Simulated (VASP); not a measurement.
# BaS (Fm-3m) in VASP: a series of runs, part 2 of 2

VASP 6.6.1. The steps go on from the part before.

### Step 4. Single point, PBEsol

This run uses another cell than the first one, of 31.76 Å³/atom.

Input file INCAR:

```
SYSTEM = BaS
PREC = Accurate
ENCUT = 520
EDIFF = 1E-6
ISMEAR = -1
SIGMA = 0.02
LREAL = .FALSE.
LASPH = .TRUE.
NELM = 80
ALGO = Normal
ISIF = 2
LWAVE = .FALSE.
LCHARG = .FALSE.
GGA = PS
NBANDS = 15
```

Input file KPOINTS:

```
regular mesh
0
G
  6 6 6
  0 0 0
```

Input file POSCAR:

```
BaS
1.0
    0.0000000000      3.1669903610      3.1669903610
    3.1669903610      0.0000000000      3.1669903610
    3.1669903610      3.1669903610      0.0000000000
Ba S
1 1
Direct
    0.0000000000      0.0000000000      0.0000000000
    0.5000000000      0.5000000000      0.5000000000
```

Potentials or basis: VASP PAW PBE potentials, release 64 (Ba_sv, S).

Command:

```
cat potpaw_PBE.64/Ba_sv/POTCAR potpaw_PBE.64/S/POTCAR > POTCAR
mpirun -np 1 vasp_std > vasp.out
```

OUTCAR:

```text
SYSTEM = BaS
   PREC = Accurate
   ENCUT = 520
   EDIFF = 1E-6
   ISMEAR = -1
   LREAL = .FALSE.
   LASPH = .TRUE.
   NELM = 80
   ISIF = 2
   GGA = PS

 ion  position               nearest neighbor table
   1  0.000  0.000  0.000-   2 3.17   2 3.17   2 3.17   2 3.17   2 3.17   2 3.17
   2  0.500  0.500  0.500-   1 3.17   1 3.17   1 3.17   1 3.17   1 3.17   1 3.17

  LATTYP: Found a face centered cubic cell.
 ALAT       =     6.3339807220

  Lattice vectors:

 A1 = (   0.0000000000,   3.1669903610,   3.1669903610)
 A2 = (   3.1669903610,   0.0000000000,   3.1669903610)
 A3 = (   3.1669903610,   3.1669903610,   0.0000000000)

Analysis of symmetry for initial positions (statically):
=====================================================================
 Subroutine PRICEL returns:
 Original cell was already a primitive cell.

 Routine SETGRP: Setting up the symmetry group for a
 face centered cubic supercell.

 Subroutine GETGRP returns: Found 48 space group operations
 (whereof 48 operations were pure point group operations)
 out of a pool of 48 trial point group operations.

The static configuration has the point symmetry O_h .

Analysis of symmetry for dynamics (positions and initial velocities):
=====================================================================
 Subroutine PRICEL returns:
 Original cell was already a primitive cell.

 Routine SETGRP: Setting up the symmetry group for a
 face centered cubic supercell.

 Subroutine GETGRP returns: Found 48 space group operations
 (whereof 48 operations were pure point group operations)
 out of a pool of 48 trial point group operations.

The dynamic configuration has the point symmetry O_h .

 Subroutine INISYM returns: Found 48 space group operations
 (whereof 48 operations are pure point group operations),
 and found     1 'primitive' translations

----------------------------------------------------------------------------------------

                                     Primitive cell
[... 111 lines left out ...]
   LEPSILON=     F    determine dielectric tensor
   LRPA    =     F    only Hartree local field effects (RPA)
 non-spin polarized calculation
  energy-cutoff  :      520.00
  volume of cell :       63.53
 maximum number of plane-waves:      1724
 NGX is ok and might be reduce to    36
   NGX = 17   NGY = 17   NGZ = 17

 number of electron      15.9999999 magnetization

 Free energy of the ion-electron system (eV)
  ---------------------------------------------------
  ext. energy  EPLUGINS =         0.00000000
  ---------------------------------------------------
  free energy    TOTEN  =       -10.71725118 eV

  energy without entropy =      -10.71725118  energy(sigma->0) =      -10.71725118

 E-fermi :   1.9255     XC(G=0):  -8.9289

 val. band max:        1.4760627842   @ k =   0.0000   0.0000   0.0000
 cond. band min:       3.4103149422   @ k =   0.5000   0.5000   0.0000
 fundamental gap:      1.9342521580
 Fermi energy:         1.9254716018

 k-point     1 :       0.0000    0.0000    0.0000
  band No.  band energies     occupation
      1     -24.4830      2.00000
      2      -9.5222      2.00000
      3      -9.5222      2.00000
      4      -9.5222      2.00000
      5      -8.9164      2.00000
      6       1.4761      2.00000
      7       1.4761      2.00000
      8       1.4761      2.00000
      9       5.0062      0.00000
     10       5.2591      0.00000
     11       5.2591      0.00000
     12       5.2591      0.00000
     13       6.2403      0.00000
     14       6.2403      0.00000
[... 257 lines left out ...]
      2     -10.0745      2.00000
      3      -9.9912      2.00000
      4      -9.8250      2.00000
      5      -8.3220      2.00000
      6       0.5272      2.00000
      7       0.9497      2.00000
      8       1.0841      2.00000
      9       4.5606      0.00000
     10       6.9823      0.00000
     11       7.7219      0.00000
     12       8.5155      0.00000
     13       9.1156      0.00000
     14       9.8847      0.00000
     15      11.3669      0.00000

------------------------ aborting loop because EDIFF is reached ----------------------------------------

  FORCE on cell =-STRESS in cart. coord.  units (eV):
  Direction    XX          YY          ZZ          XY          YZ          ZX
  --------------------------------------------------------------------------------------
  -------------------------------------------------------------------------------------
  Total        0.2520357      0.2520357      0.2520357      0.0000000      0.0000000     -0.0000000
  in kB        6.3562717      6.3562717      6.3562717      0.0000000      0.0000000     -0.0000000
  external PRESSURE =       6.3562717 kB  Pullay stress =       0.0000000 kB

 VOLUME and BASIS-vectors are now :
 -----------------------------------------------------------------------------
  energy-cutoff  :      520.00
  volume of cell :       63.53
      direct lattice vectors                 reciprocal lattice vectors
     0.000000000  3.166990361  3.166990361    -0.157878599  0.157878599  0.157878599
     3.166990361  0.000000000  3.166990361     0.157878599 -0.157878599  0.157878599
     3.166990361  3.166990361  0.000000000     0.157878599  0.157878599 -0.157878599

 POSITION                                       TOTAL-FORCE (eV/Angst)
 -----------------------------------------------------------------------------------
      0.00000      0.00000      0.00000         0.000000      0.000000      0.000000
      3.16699      3.16699      3.16699         0.000000      0.000000      0.000000
 -----------------------------------------------------------------------------------
    total drift:                                0.000000      0.000000      0.000000

  FREE ENERGIE OF THE ION-ELECTRON SYSTEM (eV)
  ---------------------------------------------------
  free  energy   TOTEN  =       -10.7172511795 eV

  energy  without entropy=      -10.7172511795  energy(sigma->0) =      -10.71725118
```

Wall time 23 s (1 thread of Intel Xeon 8259CL, shared host); peak memory 0.21 GiB.

What came out:

- Free energy: -10.7173 eV
- Pressure: 0.6 GPa
- Band gap on the k mesh: 1.93 eV (least direct gap 2.06 eV)

Caveat: the PAW data sets were made with another functional, which shifts forces and pressure a little; spin-orbit coupling is left out, which moves the levels of the heavy elements.

### Step 5. Single point, LDA

This run uses another cell than the first one, of 30.84 Å³/atom.

Input file INCAR:

```
PREC = Accurate ; ENCUT = 520
EDIFF = 1E-7 ; ISMEAR = -1
SIGMA = 0.02 ; LREAL = False
LASPH = True ; NELM = 80
ALGO = Normal ; ISIF = 2
LWAVE = False ; LCHARG = True
LELF = True ; LVHAR = True
NBANDS = 15
```

Input file KPOINTS:

```
Automatic mesh
0
Gamma
  6 6 6
```

Input file POSCAR:

```
BaS
1.0
    0.0000000000      3.1358719554      3.1358719554
    3.1358719554      0.0000000000      3.1358719554
    3.1358719554      3.1358719554      0.0000000000
Ba S
1 1
Direct
    0.0000000000      0.0000000000      0.0000000000
    0.5000000000      0.5000000000      0.5000000000
```

Potentials or basis: VASP PAW LDA potentials, release 64 (Ba_sv, S).

Command:

```
cat potpaw_LDA.64/Ba_sv/POTCAR potpaw_LDA.64/S/POTCAR > POTCAR
mpirun -np 1 vasp_std > vasp.out
```

OUTCAR:

```text
PREC = Accurate
   ENCUT = 520
   EDIFF = 1E-7
   ISMEAR = -1
   LREAL = False
   LASPH = True
   NELM = 80
   ISIF = 2

 ion  position               nearest neighbor table
   1  0.000  0.000  0.000-   2 3.14   2 3.14   2 3.14   2 3.14   2 3.14   2 3.14
   2  0.500  0.500  0.500-   1 3.14   1 3.14   1 3.14   1 3.14   1 3.14   1 3.14

  LATTYP: Found a face centered cubic cell.
 ALAT       =     6.2717439108

  Lattice vectors:

 A1 = (   0.0000000000,   3.1358719554,   3.1358719554)
[... 463 lines left out ...]
------------------------ aborting loop because EDIFF is reached ----------------------------------------

  FORCE on cell =-STRESS in cart. coord.  units (eV):
  Direction    XX          YY          ZZ          XY          YZ          ZX
  --------------------------------------------------------------------------------------
  -------------------------------------------------------------------------------------
  Total        0.2995150      0.2995150      0.2995150     -0.0000000     -0.0000000      0.0000000
  in kB        7.7807988      7.7807988      7.7807988     -0.0000000     -0.0000000      0.0000000
  external PRESSURE =       7.7807988 kB  Pullay stress =       0.0000000 kB

 VOLUME and BASIS-vectors are now :
 -----------------------------------------------------------------------------
  energy-cutoff  :      520.00
  volume of cell :       61.67
      direct lattice vectors                 reciprocal lattice vectors
     0.000000000  3.135871955  3.135871955    -0.159445286  0.159445286  0.159445286
     3.135871955  0.000000000  3.135871955     0.159445286 -0.159445286  0.159445286
     3.135871955  3.135871955  0.000000000     0.159445286  0.159445286 -0.159445286

 POSITION                                       TOTAL-FORCE (eV/Angst)
 -----------------------------------------------------------------------------------
      0.00000      0.00000      0.00000        -0.000000      0.000000     -0.000000
      3.13587      3.13587      3.13587         0.000000     -0.000000      0.000000
 -----------------------------------------------------------------------------------
    total drift:                                0.000000      0.000000      0.000000

  FREE ENERGIE OF THE ION-ELECTRON SYSTEM (eV)
  ---------------------------------------------------
  free  energy   TOTEN  =       -11.1722453087 eV

  energy  without entropy=      -11.1722453087  energy(sigma->0) =      -11.17224531
```

stdout:

```text
POSCAR found type information on POSCAR BaS
 POSCAR found :  2 types and       2 ions
 scaLAPACK will be used
 LDA part: xc-table for (Slater(with rela. corr.)+CA(PZ))
 , standard interpolation
 POSCAR, INCAR and KPOINTS ok, starting setup
 FFT: planning ... GRIDC
 FFT: planning ... GRID_SOFT
 FFT: planning ... GRID
 WAVECAR not read
 entering main loop
```

It took 26 s on 1 thread of Intel Xeon 8259CL, shared host; peak memory 0.17 GiB.

Results:

* Free energy: -11.1722 eV
* Pressure: 0.8 GPa
* Band gap on the k mesh: 1.80 eV (least direct gap 1.90 eV)

Caveat: spin-orbit coupling is left out, which moves the levels of the heavy elements.

### Step 6. The runs side by side

| level | potentials or basis | cell | k mesh | smearing | gap on the mesh (eV) | pressure (GPa) |
| --- | --- | --- | --- | --- | --- | --- |
| PBE | VASP PAW PBE potentials, release 64 (Ba_sv, S) | a = 4.542 Å, angles 60.0°, 2 atoms | 4 × 4 × 4 | gaussian 0.01 eV | 2.13 | 0.7 |
| PBEsol | VASP PAW PBE potentials, release 64 (Ba_sv, S) | a = 4.479 Å, angles 60.0°, 2 atoms | 6 × 6 × 6 | fermi-dirac 0.02 eV | 1.93 | 0.6 |
| LDA | VASP PAW LDA potentials, release 64 (Ba_sv, S) | a = 4.435 Å, angles 60.0°, 2 atoms | 6 × 6 × 6 | fermi-dirac 0.02 eV | 1.80 | 0.8 |

Alike in all rows: task single point; no spin polarisation; cutoff (eV) 520.

Caveats: some runs use coarse meshes; spin-orbit coupling is left out, which moves the levels of the heavy elements; the PAW data sets were made with another functional, which shifts forces and pressure a little (at least some runs).

Total energies depend on the potentials used, so only differences within one code and one set of settings carry meaning.

### Step 7. Comparison with measurements

Step 4. Against the measured gap of BaS, 3.806 eV (indirect; 2 K; a printed reference work, monograph, original work of 1988), the calculated 1.93 eV is off by -1.87 eV. Spin-orbit coupling on Ba is left out. The value is that of PBEsol on a finite k mesh, which can miss the band edges, without temperature or zero-point motion. Semilocal functionals fall short of measured gaps as a rule.

Step 5. Measured gap of BaS: 3.806 eV (indirect; 2 K; a printed reference work, monograph, original work of 1988). This calculation gives 1.80 eV (-2.01 eV). So large a miss can be the level of theory's own, or it may mean another phase, state or a wrong row. Spin-orbit coupling on Ba is left out. The value is that of LDA on a finite k mesh, which can miss the band edges, without temperature or zero-point motion. Semilocal functionals fall short of measured gaps as a rule.
